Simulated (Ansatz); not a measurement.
Ansatz input file:

```yaml
crystal:
  lattice:
    - [2.822585536, 0.0, 0.0]
    - [0.0, 3.991738746, 0.0]
    - [0.0, 0.0, 24.9793468651]
  atoms:
    - { symbol: Al, position: [0.0, 0.5, 0.3002480425] }
    - { symbol: Co, position: [0.5, 0.0, 0.3002480425] }
    - { symbol: Al, position: [0.0, 0.0, 0.3801488255] }
    - { symbol: Co, position: [0.5, 0.5, 0.3801488255] }
    - { symbol: Al, position: [0.0, 0.5, 0.4600496085] }
    - { symbol: Co, position: [0.5, 0.0, 0.4600496085] }
    - { symbol: Al, position: [0.0, 0.0, 0.5399503915] }
    - { symbol: Co, position: [0.5, 0.5, 0.5399503915] }
    - { symbol: Al, position: [0.0, 0.5, 0.6198511745] }
    - { symbol: Co, position: [0.5, 0.0, 0.6198511745] }
    - { symbol: Al, position: [0.0, 0.0, 0.6997519575] }
    - { symbol: Co, position: [0.5, 0.5, 0.6997519575] }
basis:
  ecutwfc: 420
kpoints:
  mp_grid: { grid: [12, 9, 1] }
hamiltonian:
  xc: pbesol
scf:
  occupations: { method: gaussian, width: 0.1 }
output:
  forces: true
  eigenvalues: true
relax:
  adjacent_minimum: "off"
  f_tol: 0.02
  max_steps: 60
efield:
  axis: 3
  dipole_correction: true
  ramp_width: 0.04
```

Run as
```bash
ansatz run input.yaml --threads 2 --pin off --max-ram 5120MiB --backend cpu --events-out ev --progress --plain --runs-dir out
```

These are results of DFT PBEsol, scalar-relativistic, plane waves, PAW in Ansatz 0.2.0, not measurements.

Part of what the program printed, abridged (final results; tables in files aren't shown):

```
SCF converged after 8 iterations
Free energy (F): -33709.263296 eV
Harris-Foulkes:  -33709.263296 eV  (|F-HF|=3.17e-7)
Internal energy: -33709.235877 eV  (E = F + TS)
E sigma→0 (E₀):  -33709.249587 eV
Entropy (-TS):   -0.027419 eV (-2.285 meV/atom)
Fermi energy:    4.490317 eV
Dipole field:    D = -0.000019 V/Å  (p = -0.000030 e·Å, saw-weighted, corrected)
Work function:   Φ+ = 4.9503 eV   Φ− = 4.9499 eV
Levels:          The Fermi level and band energies are counted from a zero that moves with the ramp; work functions are not
--- Per-component energies (eV) ---
  E_band       = -2850.996704
  E_kinetic    = 2897.824580
  E_local      = -156731.583458  (includes V_loc(G=0)·N_el)
  E_nonlocal   = 2814.978365
  E_hartree    = 76280.098346
  E_xc         = -1190.864695
  E_vxc        = -1412.248977  (∫ρ·V_xc dr)
  E_paw        = -11643.591019  (= ΣΔE_a)
  E_vpaw       = -2980.154771  (= ΣTr[D̂ρ^β])
  E_aug_tail   = 0.000381  (compensation charges beyond the density's cutoff)
  E_efield     = 0.000000  (sawtooth field / dipole correction)
  E_vefield    =  0.000000  (∫n·V_field dr)
  E_ewald      = 53862.656274
  E_core_change = 1.245350  (= ΣΔE_core)
  E_smearing   = -0.027419  (= −TS)
--- Forces (eV/Å), atoms counted from 1 ---
  atom   1  Al     0.00000000     0.00000000     0.00253247
  atom   2  Co     0.00000000     0.00000000     0.00483326
  atom   3  Al     0.00000000     0.00000000    -0.00925898
  atom   4  Co     0.00000000     0.00000000    -0.00134663
  atom   5  Al     0.00000000     0.00000000    -0.00040274
  atom   6  Co     0.00000000     0.00000000     0.00256712
  atom   7  Al     0.00000000     0.00000000     0.00028186
  atom   8  Co     0.00000000     0.00000000    -0.00257437
  atom   9  Al     0.00000000     0.00000000     0.00922357
  atom  10  Co     0.00000000     0.00000000     0.00144384
  atom  11  Al     0.00000000     0.00000000    -0.00250412
  atom  12  Co     0.00000000     0.00000000    -0.00478144
--- Band table (eV; the first three rows and the last of 35) ---
  k-point 0: bands = ["-89.8339", "-89.8301", "-89.6529", "-89.6529", "-89.3804", "-89.3804", "-53.3015", "-53.2951", "-53.2789", "-53.2729", "-53.2665", "-53.2624", "-53.1111", "-53.1110", "-53.1048", "-53.1047", "-53.0880", "-53.0880", "-52.9253", "-52.9253", "-52.8054", "-52.8054", "-52.7525", "-52.7524", "-6.3172", "-5.5114", "-4.4069", "-3.0807", "-1.6350", "-0.7677", "1.1016", "1.1344", "1.5631", "1.5989", "1.6424", "1.6748", "1.8138", "2.0211", "2.0605", "2.0637", "2.0863", "2.6707", "2.8656", "2.9829", "3.1261", "3.1658", "3.1756", "3.3599", "3.3780", "3.3914", "3.5725", "3.5833", "3.7124", "3.7158", "3.8616", "3.9687", "3.9936", "4.0045", "4.0392", "4.0700", "4.0723", "4.0936", "4.8 ...
  k-point 1: bands = ["-89.8337", "-89.8302", "-89.6529", "-89.6529", "-89.3804", "-89.3804", "-53.3017", "-53.2958", "-53.2784", "-53.2728", "-53.2663", "-53.2625", "-53.1111", "-53.1111", "-53.1048", "-53.1047", "-53.0880", "-53.0880", "-52.9253", "-52.9253", "-52.8055", "-52.8054", "-52.7524", "-52.7524", "-6.1981", "-5.3941", "-4.2924", "-2.9712", "-1.5438", "-0.8378", "0.5771", "0.6327", "1.1875", "1.4789", "1.5909", "1.7032", "1.9236", "2.0379", "2.0983", "2.2355", "2.4148", "2.6376", "2.8327", "2.9567", "3.1221", "3.1425", "3.1468", "3.3435", "3.3839", "3.3865", "3.5507", "3.5973", "3.7038", "3.7332", "3.8373", "3.9140", "3.9894", "4.0113", "4.0651", "4.0740", "4.0999", "4.1011", "4.8 ...
  k-point 2: bands = ["-89.8334", "-89.8306", "-89.6529", "-89.6529", "-89.3804", "-89.3804", "-53.3021", "-53.2975", "-53.2771", "-53.2728", "-53.2660", "-53.2629", "-53.1113", "-53.1112", "-53.1048", "-53.1047", "-53.0881", "-53.0880", "-52.9253", "-52.9253", "-52.8056", "-52.8056", "-52.7523", "-52.7523", "-5.8438", "-5.0453", "-3.9525", "-2.6483", "-1.3827", "-1.3275", "-0.3538", "0.1117", "0.5522", "1.0140", "1.4545", "1.7379", "1.9719", "2.1098", "2.2830", "2.3570", "2.5617", "2.5683", "2.7955", "2.9298", "3.0860", "3.0875", "3.1246", "3.3063", "3.3544", "3.3586", "3.5403", "3.5803", "3.7231", "3.7242", "3.7348", "3.7413", "4.0097", "4.0243", "4.1176", "4.1249", "4.1304", "4.1370", "4. ...
  k-point 34: bands = ["-89.8288", "-89.8281", "-89.6494", "-89.6493", "-89.3769", "-89.3769", "-53.3124", "-53.3115", "-53.2973", "-53.2963", "-53.2701", "-53.2692", "-53.1354", "-53.1354", "-53.1070", "-53.1069", "-53.1005", "-53.1004", "-52.9715", "-52.9715", "-52.8014", "-52.8014", "-52.7481", "-52.7481", "-1.0836", "-0.7973", "-0.6495", "-0.5942", "-0.1351", "0.0812", "0.0874", "0.5360", "0.5836", "1.2207", "1.4001", "1.5923", "1.8909", "1.8923", "1.9859", "2.1194", "2.2159", "2.4916", "2.5584", "2.6190", "2.9274", "3.1160", "3.1309", "3.2236", "3.2788", "3.2966", "3.4014", "3.4117", "3.6197", "3.7325", "3.7663", "3.7861", "3.8148", "3.8547", "4.2063", "4.3770", "4.4740", "4.5655", "4.8 ...
--- Relaxed structure (4 steps of the walk, 4 accepted, 0 SCFs on fresh bases) ---
  F+E_penalty+E_count = -33709.26329643 eV   max|allowed force component| = 9.260e-3 eV/Å
  atoms:
    - { symbol: Al, position: [0.0, 0.49999999, 0.29589719] }
    - { symbol: Co, position: [0.5, 0.0, 0.30373435] }
    - { symbol: Al, position: [0.0, 0.0, 0.37999283] }
    - { symbol: Co, position: [0.5, 0.49999999, 0.38074945] }
    - { symbol: Al, position: [0.0, 0.49999999, 0.45973821] }
    - { symbol: Co, position: [0.5, 0.0, 0.46028878] }
    - { symbol: Al, position: [0.0, 0.0, 0.54026222] }
    - { symbol: Co, position: [0.5, 0.49999999, 0.53971142] }
    - { symbol: Al, position: [0.0, 0.49999999, 0.62000732] }
    - { symbol: Co, position: [0.5, 0.0, 0.61925027] }
    - { symbol: Al, position: [0.0, 0.0, 0.70410246] }
    - { symbol: Co, position: [0.5, 0.49999999, 0.69626545] }
```

The relaxation met its thresholds.

The run took 89 s on 2 threads of Intel(R) Xeon(R) 6975P-C (Granite Rapids), with other jobs on the host, peak memory 0.88 GiB.